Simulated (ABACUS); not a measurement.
The system is Au.

```
Au
1.0
     0.00000    2.03500    2.03500
     2.03500    0.00000    2.03500
     2.03500    2.03500    0.00000
Au
1
Direct
  0.00000 0.00000 0.00000
```

- Program: ABACUS 3.10.1
- Task: relaxation of cell and atoms
- Functional: rPW86PBE
- Potentials or basis: PseudoDojo NC SR 0.5 PBE standard
- Cutoff: 1034 eV
- Density cutoff: 4136 eV
- Basis: plane waves
- k mesh: 9 × 9 × 9
- Occupations: fermi-dirac, width 0.05 eV
- Spin: no spin polarisation

At the start: pressure 21.8 GPa; volume 16.85 Å³/atom.

Problem. Where does the relaxation end?

Solution. Over 4 steps the energy falls by 140.2 meV/atom and the volume is 19.23 Å³/atom (+14.1 %); space group Fm-3m (No. 225, to 0.05 Å).

The path:
| step | energy change (eV) | largest force (eV/Å) | pressure (GPa) | volume (Å³) |
| --- | --- | --- | --- | --- |
| 1 | 0.0000 | 0.0000 | 21.77 | 16.85 |
| 2 | -0.1318 | 0.0000 | 4.18 | 18.59 |
| 3 | -0.1397 | 0.0000 | 0.86 | 19.09 |
| 4 | -0.1402 | 0.0000 | 0.05 | 19.23 |

Final structure:
```xyz
1
Lattice="0.0000 2.1262 2.1262 2.1262 0.0000 2.1262 2.1262 2.1262 0.0000" Properties=species:S:1:pos:R:3 pbc="T T T"
Au    0.0000    0.0000    0.0000
```

Caveat: the potentials were made for another functional, which shifts forces and pressure; the volume moved by +14 % from the deposited cell, more than functionals usually miss.
